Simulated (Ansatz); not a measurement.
Runs of Ansatz 0.2.0 on Se. It takes space group P3_121 (No. 152, trigonal). Conventional cell: a = 4.366 Å, b = 4.366 Å, c = 4.954 Å, α = 90.00°, β = 90.00°, γ = 120.00°. Se (site symmetry 2) has 2 Se at 2.37 Å as nearest neighbours. 

| task | level | spin | cell | k mesh | cutoff (eV) | smearing | search for lower states | basis error allowed | gap on the mesh (eV) | pressure (GPa) | largest force (eV/Å) |
| --- | --- | --- | --- | --- | --- | --- | --- | --- | --- | --- | --- |
| single point | PBE | off | as given | 4 × 4 × 4 | 299 | fermi-dirac 0.04 eV | - | 0.002 eV/atom | 1.21 | 2.8 | 0.40 |
| phonons | BLYP+D4 | off | as given | 7 × 7 × 6 | 354 | fixed | - | 0.001 eV/atom | (a) | - | (b) |
| band structure | PBE-PBEsol | off | atoms moved at random, drawn with an rms of 0.15 Å | 7 × 7 × 6 | 453 | fixed | - | 0.0005 eV/atom | 0.31 | 8.8 | 3.51 |
| projected density of states | PBEsol-PBE | collinear, antiferromagnetic start | as given | 7 × 7 × 6 | 326 | fermi-dirac 0.01 eV | off | 0.001 eV/atom | 1.14 | (c) | 0.22 |

Alike in all rows: potentials or basis all-electron LAPW, scalar-relativistic.

Fill in the values left out.

(a) 1.24; (b) 0.72; (c) -0.4.

Caveats: an odd mesh through Γ misses points on the zone boundary, where band edges often lie (some runs); the mesh misses the band edges, which the band path finds closer together (some runs); the starting moments weren't kept (some runs).

A k mesh can miss the band edges, and the runs leave out spin-orbit coupling on Se.
